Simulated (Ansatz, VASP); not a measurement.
**Two plane-wave programs on PtS2**

The input INCAR:

```
SYSTEM = PtS2
  ALGO = Normal
  EDIFF = 1E-7
  ENCUT = 520
  GGA = CA
  ISIF = 2
  ISMEAR = 0
  LASPH = .TRUE.
  LCHARG = .FALSE.
  LREAL = .FALSE.
  LWAVE = .FALSE.
  NBANDS = 18
  NELM = 80
  PREC = Accurate
  SIGMA = 0.05
```

KPOINTS

```
k-points
0
G
  12 12 8
  0 0 0
```

File POSCAR:

```
PtS2
1.0
    3.5431994758      0.0000000000      0.0000000000
   -1.7715997379      3.0685007567      0.0000000000
    0.0000000000      0.0000000000      4.7868600000
Pt S
1 2
Direct
    0.0000000000      0.0000000000      0.0000000000
    0.3333333333      0.6666666667      0.2500000000
    0.6666666667      0.3333333333      0.7500000000
```

Input for Ansatz:

```yaml
crystal:
  lattice:
    - [3.5431994758, 0.0, 0.0]
    - [-1.7715997379, 3.0685007567, 0.0]
    - [0.0, 0.0, 4.78686]
  atoms:
    - { symbol: Pt, position: [0.0, 0.0, 0.0] }
    - { symbol: S, position: [0.3333333333, 0.6666666667, 0.25] }
    - { symbol: S, position: [0.6666666667, 0.3333333333, 0.75] }
basis:
  ecutwfc: 420
kpoints:
  mp_grid: { grid: [12, 12, 8] }
hamiltonian:
  xc: lda
scf:
  occupations: { method: gaussian, width: 0.05 }
output:
  forces: true
  stress: true
  eigenvalues: true
```

Change from the starting cell: strain +0.000 along x and y, -0.050 along z, atoms carried along.

Alike in both runs: task single point; functional LDA; k mesh 12 × 12 × 8; occupations gaussian, width 0.05 eV; no spin polarisation.

|  | VASP | Ansatz |
| --- | --- | --- |
| version | VASP 6.6.1 | Ansatz 0.2.0 |
| potentials or method | VASP PAW LDA potentials, release 64 (Pt, S) | scalar-relativistic, plane waves, PAW |
| plane-wave cutoff (eV) | 520 | 420 |
| valence electrons in the cell | 22 | 30 |

Ansatz gave:

```
gap on the k mesh at the Fermi level (eV)       : 0.29
least direct gap on the mesh (eV)               : 0.66
pressure (GPa)                                  : -0.1
largest component of the traceless stress (GPa) : 0.92
rms of the force components (eV/Å)              : 0.033
```

What did VASP give for the same quantities?

gap on the k mesh at the Fermi level (eV): 0.30; least direct gap on the mesh (eV): 0.66; pressure (GPa): -0.1; largest component of the traceless stress (GPa): 0.89; rms of the force components (eV/Å): 0.033.

Atom by atom the forces differ by 0.000 eV/Å (rms over components). The two sets of potentials don't hold the same shells in valence.

Caveats: spin-orbit coupling is left out, which moves the levels of the heavy elements; the cell's inner coordinates are idealised or old, which leaves forces on the atoms.
